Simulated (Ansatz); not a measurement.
One crystal and one scan (energy against volume) at two levels, PBE (plane waves to 420 eV, PAW, scalar-relativistic; Ansatz, an electronic-structure program) and r2SCAN (plane waves to 500 eV, PAW, scalar-relativistic; Ansatz), each from its own relaxed cell and on its own mesh. The cell shown is that of PBE.

InN (wurtzite)

```yaml
crystal:
  lattice:
    - [3.58053, 0.00000, 0.00000]
    - [-1.79026, 3.10083, 0.00000]
    - [0.00000, 0.00000, 5.78779]
  atoms:
    - { symbol: In, position: [0.66667, 0.33333, 0.50197] }
    - { symbol: In, position: [0.33333, 0.66667, 0.00197] }
    - { symbol: N, position: [0.66667, 0.33333, 0.12323] }
    - { symbol: N, position: [0.33333, 0.66667, 0.62323] }
```

E(V) scan at fixed shape, V₀ the volume above. The atoms relax within the cell's symmetry.

E stands for the smeared free energy. InN was relaxed with its symmetry unable to fall. With the shape held, the modulus is that of even scaling; a crystal free to change shape is softer. Percentages come from the unrounded values.

Results of PBE:

| Quantity | Result |
|---|---|
| Lattice constant a (Å) | 3.581 |
| Lattice constant c (Å) | 5.788 |
| Relaxed volume (Å³/atom) | 16.06 |
| Band gap of the relaxed cell, no spin-orbit coupling (eV) | 0.00 |
| Bulk modulus at fixed cell shape B₀ (third-order Birch-Murnaghan fit) (GPa) | 121.3 |

Q: What does r2SCAN give for the same quantities?

A: 
```csv
quantity,r2SCAN,PBE − r2SCAN
Lattice constant a (Å),3.547,+0.034 (+0.9 %)
Lattice constant c (Å),5.723,+0.065 (+1.1 %)
Relaxed volume (Å³/atom),15.59,+0.47 (+3.0 %)
"Band gap of the relaxed cell, no spin-orbit coupling (eV)",0.07,-0.07
Bulk modulus at fixed cell shape B₀ (third-order Birch-Murnaghan fit) (GPa),140.0,-18.7 (-13 %)
```

PBE gives the higher value for: lattice constant a; lattice constant c; relaxed volume. PBE gives the lower value for: band gap of the relaxed cell, no spin-orbit coupling; bulk modulus at fixed cell shape B₀. (PBE) At this level the bands of InN touch or barely overlap; measurements give the solid a gap.

(Under strain, the slope of the energy per volume gives the stress and its curvature an elastic modulus.)
